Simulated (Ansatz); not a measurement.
# Ru (P6_3/mmc) in Ansatz: a series of runs

Runs on Ru. Level: PBE. Tasks: single point.

Program: Ansatz 0.2.0. These are calculated values, not measurements. Logs are shortened: lines on timing, memory, paths and dates and some standing lists are left out, and cuts for length are marked.

## (1) Starting point

Symmetry: P6_3/mmc, No. 194, hexagonal system. Conventional cell: a = 2.706 Å, b = 2.706 Å, c = 4.282 Å, α = 90.00°, β = 90.00°, γ = 120.00°. Ru (site symmetry -6m2) is surrounded by 12 Ru at 2.65 to 2.71 Å.

## (2) Single point, PBE

input.yaml

```yaml
crystal:
  lattice:
    - [2.7058, 0.0, 0.0]
    - [-1.3529, 2.3432915376, 0.0]
    - [0.0, 0.0, 4.2819]
  atoms:
    - { symbol: Ru, position: [0.6666666667, 0.3333333333, 0.75] }
    - { symbol: Ru, position: [0.3333333333, 0.6666666667, 0.25] }
kpoints:
  mp_grid: { grid: [11, 11, 6] }
scf:
  occupations: { method: gaussian, width: 0.022 }
hamiltonian:
  xc: pbe
  pseudopotentials: { kind: all_electron, lapw: { basis_error: 0.001 } }
output:
  forces: true
  stress: true
  eigenvalues: true
```

Potentials or basis: all-electron LAPW, scalar-relativistic.

Command:

```console
$ ansatz run input.yaml --threads 1 --pin off --max-ram 3072MiB --backend cpu --events-out ev --progress --plain --runs-dir out
```

Standard output:

```text
Warning: RAYON_NUM_THREADS=1 ignored (pool sized by the plan → 1); use --threads N
LAPW: plane waves up to 8.587 Å⁻¹, error target 1.0e-3 eV per atom; small_component_spin mean_spin; Ru in spheres of 1.325 Å, 26 of its electrons in bands, Dirac shells [] (how accurate: hamiltonian.pseudopotentials.lapw.basis_error, Limitations)
Engine: ansatz 0.2.0, x86_64-unknown-linux-gnu
Pseudopotentials: kind: all_electron
Pseudopotential: Ru, LAPW, valence charge 26, lapw/all_electron/scalar/gaussian/Ru, Koelling and Harmon's equation, gaussian nucleus
Functional definition: PBE
  parameter kappa = 0.804
  parameter beta = 0.06672455060314922
  exchange = pbe_x(kappa = kappa, mu = beta*pi^2/3)
  correlation = pbe_c(beta = beta)
Crystal: 2 atoms, lattice volume = 27.149 Å³
Basis set: ecut = 280.95858530007894 eV, 299 PW (Γ), exchange–correlation at level 2
Bands: 32, of which v1, the nominal top of the filled ones, is band 26 counted from 1 (25 counted from 0)
Symmetry: 24 space group operations
Space group: P63/mmc (ITA 194), of the structure as read, at distance tolerance 3.0e-5 Å
k-points: 64 of 726
Non-local potential: Ru, projectors of the file, none
Initial density: superposition of atomic densities (chi_scale 0.1, normalization cell)
Initial wavefunctions: plane waves of lowest kinetic energy (no species holds an atomic orbital)
Functional: x = pbe(κ = 0.804, μ = 0.2195149727645171), c = pbe(β = 0.06672455060314922)
iter 1 solved again at ethr=6.19e-4 eV; its pass at ethr=1.00e-1 eV (dr2=3.22e-1 eV) is discarded
SCF iter   1: F=—  HF=-246591.558040 eV  |F-HF|=—  |Δ(HF+E_count)|=         —  Δρ=4.91e-2  dr2=3.23e-1  ethr=6.19e-4  ⟨swp⟩=2.5  Hψ=13232  notcnv=0
preconditioner: auto → none  [insulator: Δε(μ)=0.074 eV  Ē_g=9.244 eV  σ=0.022 eV  W_gap=0.71  n_scr=10 (ndim 8)  ℏωp=28.5 eV  f_vac=0.000  D(μ)=2.21/eV (n_scr^D=22)  ε∞_Penn≈10.5]
iter 2 solved again at ethr=9.89e-6 eV; its pass at ethr=6.19e-4 eV (dr2=5.14e-3 eV) is discarded
SCF iter   2: F=—  HF=-246590.413690 eV  |F-HF|=—  |Δ(HF+E_count)|=    1.14e0  Δρ=5.25e-3  dr2=5.15e-3  ethr=9.89e-6  ⟨swp⟩=2.0  Hψ=10744  notcnv=0
SCF iter   3: F=—  HF=-246590.354235 eV  |F-HF|=—  |Δ(HF+E_count)|=   5.95e-2  Δρ=5.64e-3  dr2=3.55e-3  ethr=9.89e-6  ⟨swp⟩=2.5  Hψ=6373  notcnv=0
SCF iter   4: F=—  HF=-246590.352052 eV  |F-HF|=—  |Δ(HF+E_count)|=   2.18e-3  Δρ=9.44e-4  dr2=1.17e-4  ethr=6.82e-6  ⟨swp⟩=2.0  Hψ=5990  notcnv=0
SCF iter   5: F=—  HF=-246590.352020 eV  |F-HF|=—  |Δ(HF+E_count)|=   3.19e-5  Δρ=1.84e-4  dr2=3.19e-6  ethr=2.25e-7  ⟨swp⟩=2.2  Hψ=5974  notcnv=0
SCF iter   6: F=—  HF=-246590.352023 eV  |F-HF|=—  |Δ(HF+E_count)|=   3.00e-6  Δρ=4.09e-5  dr2=1.48e-7  ethr=6.13e-9  ⟨swp⟩=2.4  Hψ=6034  notcnv=0
SCF iter   7: F=-246590.352023 eV  HF=-246590.352023 eV  |F-HF|=2.68e-8  |Δ(HF+E_count)|=   2.88e-7  Δρ=5.68e-6  dr2=6.11e-9  ethr=2.84e-10  ⟨swp⟩=3.0  Hψ=6206  notcnv=0
SCF 1 converged in 7 iterations: F = -246590.352023 eV  dr2 = 6.11e-9
SCF converged after 7 iterations
Free energy (F): -246590.352023 eV
Harris-Foulkes:  -246590.352023 eV  (|F-HF|=2.68e-8)
Internal energy: -246590.350834 eV  (E = F + TS)
E sigma→0 (E₀):  -246590.351429 eV
Entropy (-TS):   -0.001189 eV (-0.595 meV/atom)
Fermi energy:    25.715383 eV
--- Per-component energies (eV) ---
  E_band       = -4914.388405
  E_kinetic    = 256425.829788
  E_xc         = -7283.188087
  E_electrostatic = -495732.992535  (all electrons and nuclei)
  E_smearing   = -0.001189  (= −TS)
  E_closure    = 0.000000  (closes the sum)
  E_atoms      = -246571.887780  (free atoms, spherical and without spin; not in F)
  Σ components = -246590.352023   (vs F -246590.352023, Δ=0.00e0)
  Basis errors (estimates in eV, not in F): energy 2.0e-4 per atom: plane waves 1.9e-4 (9.7e-5 summed), levels above the bands 0.0e0, relativity 6.7e-8, radial functions 1.3e-5, core shells 1.3e-6; eigenvalues (radial functions only) 1.6e-6; not estimated: angular momenta, meshes, grids; target (lapw.basis_error) 1.0e-3; muffin-tin radii Ru 1.325 Å
--- Forces (eV/Å), atoms counted from 1 ---
  atom   1  Ru    -0.00000000     0.00000000    -0.00000000
  atom   2  Ru     0.00000000    -0.00000000     0.00000000
  max |Σ_I F_I| component: 9.25e-18 eV/Å
--- Stress (GPa, compression-positive) ---
        4.515209       0.000000      -0.000000
        0.000000       4.515209      -0.000000
       -0.000000      -0.000000       4.306852
  P = ⅓ Tr σ = 4.4458 GPa (44.458 kbar)
--- Band table (eV; the first three rows and the last of 64) ---
  k-point 0: bands = ["-244.0234", "-244.0234", "-244.0146", "-244.0146", "-244.0146", "-244.0146", "-244.0100", "-244.0100", "-244.0100", "-244.0100", "-47.3610", "-47.1561", "-17.8498", "-16.9133", "-16.9133", "-16.7427", "-16.7427", "-16.7017", "17.7820", "19.5653", "23.1742", "23.1742", "23.3488", "23.8561", "23.8561", "24.3809", "24.3809", "26.9564", "26.9564", "27.0551", "36.0798", "40.5666"]
  k-point 1: bands = ["-244.0234", "-244.0234", "-244.0146", "-244.0146", "-244.0146", "-244.0146", "-244.0100", "-244.0100", "-244.0100", "-244.0100", "-47.3474", "-47.1701", "-17.7762", "-16.9020", "-16.9020", "-16.7822", "-16.7542", "-16.7542", "18.0892", "19.6647", "23.0229", "23.0229", "23.2003", "23.6819", "23.6819", "24.7740", "24.7740", "26.0994", "26.9632", "26.9632", "37.3530", "40.0698"]
  k-point 2: bands = ["-244.0234", "-244.0234", "-244.0146", "-244.0146", "-244.0146", "-244.0146", "-244.0100", "-244.0100", "-244.0100", "-244.0100", "-47.3104", "-47.2080", "-17.5729", "-16.9994", "-16.8709", "-16.8709", "-16.7856", "-16.7856", "18.8956", "19.8561", "22.9014", "22.9014", "22.9110", "23.3167", "23.3167", "24.3101", "25.5524", "25.5524", "26.8135", "26.8135", "39.7635", "39.9246"]
  k-point 63: bands = ["-244.0234", "-244.0234", "-244.0146", "-244.0146", "-244.0146", "-244.0146", "-244.0100", "-244.0100", "-244.0100", "-244.0100", "-47.1410", "-47.1410", "-17.6238", "-17.6238", "-17.3168", "-17.3168", "-16.9015", "-16.9015", "20.8819", "20.8819", "21.7840", "21.7840", "23.0475", "23.0475", "24.6738", "24.6738", "27.0539", "27.0539", "33.5275", "33.5275", "36.6324", "36.6324"]
```

It took 35 s on 1 thread of Intel Xeon at 2.50GHz (Skylake/Cascade Lake), shared host; peak memory 0.39 GiB.

What came out:

* Free energy: -246590.3520 eV
* Pressure: 4.4 GPa
* Band gap on the k mesh: none (metal or under the smearing width)

## (3) Single point, PBE

input.yaml: that of step 2 with these lines changed.

```diff
@@ -11,3 +11,3 @@
 scf:
-  occupations: { method: gaussian, width: 0.022 }
+  occupations: { method: gaussian, width: 0.018 }
 hamiltonian:
```

Potentials or basis: all-electron LAPW, scalar-relativistic.

Command:

```console
$ ansatz run input.yaml --threads 1 --pin off --max-ram 3072MiB --backend cpu --events-out ev --progress --plain --runs-dir out
```

It took 35 s on 1 thread of Intel Xeon at 2.50GHz (Skylake/Cascade Lake), shared host; peak memory 0.38 GiB.

The run converged. Its results:

| Property | Result |
| --- | --- |
| Free energy | -246590.3518 eV |
| Pressure | 4.4 GPa |
| Band gap on the k mesh | none (metal or under the smearing width) |

Stress tensor (GPa, compression positive):
```
4.49 0.00 0.00
0.00 4.49 0.00
0.00 0.00 4.35
```

Levels at points of the mesh, in eV from the Fermi level:
| k point | band 22 | band 23 | band 24 | band 25 | band 26 | band 27 | band 28 | band 29 | band 30 | band 31 |
| --- | --- | --- | --- | --- | --- | --- | --- | --- | --- | --- |
| (0.00, 0.00, 0.00) | -2.54 | -2.37 | -1.86 | -1.86 | -1.34 | -1.34 | 1.24 | 1.24 | 1.34 | 10.36 |
| (0.00, 0.00, -0.50) | -2.71 | -2.71 | -2.71 | -2.66 | -2.66 | 0.60 | 0.60 | 0.60 | 0.60 | 14.40 |

## (4) Single point, PBE

input.yaml: that of step 3 with these lines changed.

```diff
@@ -11,3 +11,3 @@
 scf:
-  occupations: { method: gaussian, width: 0.018 }
+  occupations: { method: gaussian, width: 0.016 }
 hamiltonian:
```

Potentials or basis: all-electron LAPW, scalar-relativistic.

Command:

```console
$ ansatz run input.yaml --threads 1 --pin off --max-ram 3072MiB --backend cpu --events-out ev --progress --plain --runs-dir out
```

Standard output:

```text
Warning: RAYON_NUM_THREADS=1 ignored (pool sized by the plan → 1); use --threads N
LAPW: plane waves up to 8.587 Å⁻¹, error target 1.0e-3 eV per atom; small_component_spin mean_spin; Ru in spheres of 1.325 Å, 26 of its electrons in bands, Dirac shells [] (how accurate: hamiltonian.pseudopotentials.lapw.basis_error, Limitations)
[... 8 set-up lines as earlier in the session ...]
Crystal: 2 atoms, lattice volume = 27.149 Å³
Basis set: ecut = 280.95858530007894 eV, 299 PW (Γ), exchange–correlation at level 2
Bands: 32, of which v1, the nominal top of the filled ones, is band 26 counted from 1 (25 counted from 0)
[... 2 set-up lines as earlier in the session ...]
k-points: 64 of 726
[... 4 set-up lines as earlier in the session ...]
iter 1 solved again at ethr=6.19e-4 eV; its pass at ethr=1.00e-1 eV (dr2=3.22e-1 eV) is discarded
SCF iter   1: F=—  HF=-246591.557897 eV  |F-HF|=—  |Δ(HF+E_count)|=         —  Δρ=4.91e-2  dr2=3.23e-1  ethr=6.19e-4  ⟨swp⟩=2.5  Hψ=13232  notcnv=0
preconditioner: auto → none  [insulator: Δε(μ)=0.074 eV  Ē_g=9.244 eV  σ=0.016 eV  W_gap=0.67  n_scr=10 (ndim 8)  ℏωp=28.5 eV  f_vac=0.000  D(μ)=2.91/eV (n_scr^D=36)  ε∞_Penn≈10.5]
iter 2 solved again at ethr=9.92e-6 eV; its pass at ethr=6.19e-4 eV (dr2=5.16e-3 eV) is discarded
SCF iter   2: F=—  HF=-246590.413455 eV  |F-HF|=—  |Δ(HF+E_count)|=    1.14e0  Δρ=5.26e-3  dr2=5.16e-3  ethr=9.92e-6  ⟨swp⟩=2.0  Hψ=10839  notcnv=0
SCF iter   3: F=—  HF=-246590.353965 eV  |F-HF|=—  |Δ(HF+E_count)|=   5.95e-2  Δρ=5.70e-3  dr2=3.63e-3  ethr=9.92e-6  ⟨swp⟩=2.6  Hψ=6384  notcnv=0
SCF iter   4: F=—  HF=-246590.351770 eV  |F-HF|=—  |Δ(HF+E_count)|=   2.19e-3  Δρ=9.43e-4  dr2=1.35e-4  ethr=6.97e-6  ⟨swp⟩=2.0  Hψ=6117  notcnv=0
SCF iter   5: F=—  HF=-246590.351700 eV  |F-HF|=—  |Δ(HF+E_count)|=   6.96e-5  Δρ=2.04e-4  dr2=3.75e-6  ethr=2.60e-7  ⟨swp⟩=2.1  Hψ=5967  notcnv=0
SCF iter   6: F=—  HF=-246590.351704 eV  |F-HF|=—  |Δ(HF+E_count)|=   3.96e-6  Δρ=4.75e-5  dr2=2.01e-7  ethr=7.22e-9  ⟨swp⟩=2.5  Hψ=6032  notcnv=0
SCF iter   7: F=-246590.351704 eV  HF=-246590.351704 eV  |F-HF|=5.53e-8  |Δ(HF+E_count)|=   3.28e-7  Δρ=8.24e-6  dr2=1.29e-8  ethr=3.87e-10  ⟨swp⟩=3.0  Hψ=6212  notcnv=0
SCF 1 converged in 7 iterations: F = -246590.351704 eV  dr2 = 1.29e-8
SCF converged after 7 iterations
Free energy (F): -246590.351704 eV
Harris-Foulkes:  -246590.351704 eV  (|F-HF|=5.53e-8)
Internal energy: -246590.350869 eV  (E = F + TS)
E sigma→0 (E₀):  -246590.351286 eV
Entropy (-TS):   -0.000836 eV (-0.418 meV/atom)
Fermi energy:    25.717961 eV
--- Per-component energies (eV) ---
  E_band       = -4914.375324
  E_kinetic    = 256425.835949
  E_xc         = -7283.189947
  E_electrostatic = -495732.996871  (all electrons and nuclei)
  E_smearing   = -0.000836  (= −TS)
  E_closure    = 0.000000  (closes the sum)
  E_atoms      = -246571.887780  (free atoms, spherical and without spin; not in F)
  Σ components = -246590.351704   (vs F -246590.351704, Δ=0.00e0)
  Basis errors (estimates in eV, not in F): energy 2.0e-4 per atom: plane waves 1.9e-4 (9.7e-5 summed), levels above the bands 0.0e0, relativity 6.7e-8, radial functions 1.3e-5, core shells 1.3e-6; eigenvalues (radial functions only) 1.6e-6; not estimated: angular momenta, meshes, grids; target (lapw.basis_error) 1.0e-3; muffin-tin radii Ru 1.325 Å
--- Forces (eV/Å), atoms counted from 1 ---
  atom   1  Ru     0.00000000     0.00000000    -0.00000000
  atom   2  Ru     0.00000000    -0.00000000     0.00000000
  max |Σ_I F_I| component: 4.63e-18 eV/Å
--- Stress (GPa, compression-positive) ---
        4.469660      -0.000000      -0.000000
       -0.000000       4.469660      -0.000000
       -0.000000      -0.000000       4.387404
  P = ⅓ Tr σ = 4.4422 GPa (44.422 kbar)
--- Band table (eV; the first three rows and the last of 64) ---
  k-point 0: bands = ["-244.0230", "-244.0230", "-244.0143", "-244.0143", "-244.0143", "-244.0143", "-244.0097", "-244.0097", "-244.0097", "-244.0097", "-47.3607", "-47.1559", "-17.8495", "-16.9130", "-16.9130", "-16.7424", "-16.7424", "-16.7014", "17.7821", "19.5655", "23.1744", "23.1744", "23.3490", "23.8563", "23.8563", "24.3810", "24.3810", "26.9565", "26.9565", "27.0551", "36.0799", "40.5666"]
  k-point 1: bands = ["-244.0230", "-244.0230", "-244.0143", "-244.0143", "-244.0143", "-244.0143", "-244.0097", "-244.0097", "-244.0097", "-244.0097", "-47.3472", "-47.1698", "-17.7759", "-16.9017", "-16.9017", "-16.7819", "-16.7539", "-16.7539", "18.0892", "19.6649", "23.0230", "23.0230", "23.2006", "23.6821", "23.6821", "24.7741", "24.7741", "26.0994", "26.9634", "26.9634", "37.3532", "40.0698"]
  k-point 2: bands = ["-244.0230", "-244.0230", "-244.0143", "-244.0143", "-244.0143", "-244.0143", "-244.0097", "-244.0097", "-244.0097", "-244.0097", "-47.3101", "-47.2077", "-17.5726", "-16.9991", "-16.8707", "-16.8707", "-16.7854", "-16.7854", "18.8956", "19.8562", "22.9016", "22.9016", "22.9113", "23.3169", "23.3169", "24.3102", "25.5525", "25.5525", "26.8137", "26.8137", "39.7636", "39.9247"]
  k-point 63: bands = ["-244.0230", "-244.0230", "-244.0143", "-244.0143", "-244.0143", "-244.0143", "-244.0097", "-244.0097", "-244.0097", "-244.0097", "-47.1407", "-47.1407", "-17.6236", "-17.6236", "-17.3165", "-17.3165", "-16.9012", "-16.9012", "20.8820", "20.8820", "21.7840", "21.7840", "23.0477", "23.0477", "24.6739", "24.6739", "27.0541", "27.0541", "33.5276", "33.5276", "36.6325", "36.6325"]
```

It took 32 s on 1 thread of Intel Xeon at 2.50GHz (Skylake/Cascade Lake), shared host; peak memory 0.39 GiB.

Results:

- Free energy: -246590.3517 eV
- Pressure: 4.4 GPa
- Band gap on the k mesh: none (metal or under the smearing width)

[end of part 1 of 2]
